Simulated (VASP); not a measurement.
A run of VASP 6.6.1:

INCAR

```
ALGO = Normal
EDIFF = 1E-6
ENCUT = 520
ISIF = 2
ISMEAR = 0
KPAR = 4
LASPH = T
LCHARG = F
LMIXTAU = T
LREAL = F
LWAVE = F
METAGGA = R2SCAN
NBANDS = 26
NELM = 150
PREC = Accurate
SIGMA = 0.03
```

Contents of KPOINTS:

```
k-points
0
Gamma
  12 12 12
```

Contents of POSCAR:

```
Mg2ZnO3
1.0
   -1.5144300000      1.5144300000      6.4097100000
    1.5144300000     -1.5144300000      6.4097100000
    1.5144300000      1.5144300000     -6.4097100000
Mg Zn O
2 1 3
Direct
    0.3343280000      0.3343280000      0.0000000000
    0.6656720000      0.6656720000      0.0000000000
    0.0000000000      0.0000000000      0.0000000000
    0.8314750000      0.8314750000      0.0000000000
    0.1685250000      0.1685250000      0.0000000000
    0.5000000000      0.5000000000      0.0000000000
```

Potentials or basis: VASP PAW PBE potentials, release 64 (Mg, Zn, O).

Command:

```bash
$ cat potpaw_PBE.64/Mg/POTCAR potpaw_PBE.64/Zn/POTCAR potpaw_PBE.64/O/POTCAR > POTCAR
$ mpirun -np 4 vasp_std > vasp.out
```

Hardware: 4 MPI ranks on Intel(R) Xeon(R) 6975P-C (Granite Rapids), on a shared host.

**Question.** Estimate the wall time of this run.

**Answer.** Run time: 9.9 min on 4 MPI ranks on Intel(R) Xeon(R) 6975P-C (Granite Rapids), with other jobs on the host, peak memory 0.56 GiB a rank. Counts: scf iterations 21, k points 163.
